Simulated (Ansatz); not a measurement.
Relaxing tellurium (A15)

Method: DFT, PBE, plane waves (420 eV) with PAW, scalar-relativistic in Ansatz 0.2.0.

k-point mesh 4×4×4, Fermi-Dirac smearing 0.1 eV, no spin polarisation. Cell and atoms relax.

Starting structure:

```yaml
crystal:
  lattice:
    - [6.1330711348, 0.0, 0.0]
    - [0.0, 6.1330711348, 0.0]
    - [0.0, 0.0, 6.1330711348]
  atoms:
    - { symbol: Te, position: [0.0, 0.0, 0.0] }
    - { symbol: Te, position: [0.5, 0.5, 0.5] }
    - { symbol: Te, position: [0.25, 0.0, 0.5] }
    - { symbol: Te, position: [0.75, 0.0, 0.5] }
    - { symbol: Te, position: [0.5, 0.25, 0.0] }
    - { symbol: Te, position: [0.5, 0.75, 0.0] }
    - { symbol: Te, position: [0.0, 0.5, 0.25] }
    - { symbol: Te, position: [0.0, 0.5, 0.75] }
hamiltonian:
  xc: pbe
  pseudopotentials:
    kind: paw
    azcp:
      Te: "pseudopotentials/Te.paw.azcp"
basis:
  ecutwfc: 420
  fft_grid_basis: typed
kpoints:
  mp_grid: { grid: [4, 4, 4], shift: [0, 0, 0] }
magnetization:
  spin_polarized: false
scf:
  occupations: { method: fermi_dirac, width: 0.1 }
relax:
  max_steps: 60
  f_tol: 0.01
  cell: {}
```

Task: What cell does the relaxation end in?

Result: Pm-3n with a = 6.160 Å; 29.21 Å³ per atom against 28.84 at the start (1.3 %).

Task: How much energy does the relaxation gain?

Result: 0.8 meV per atom.
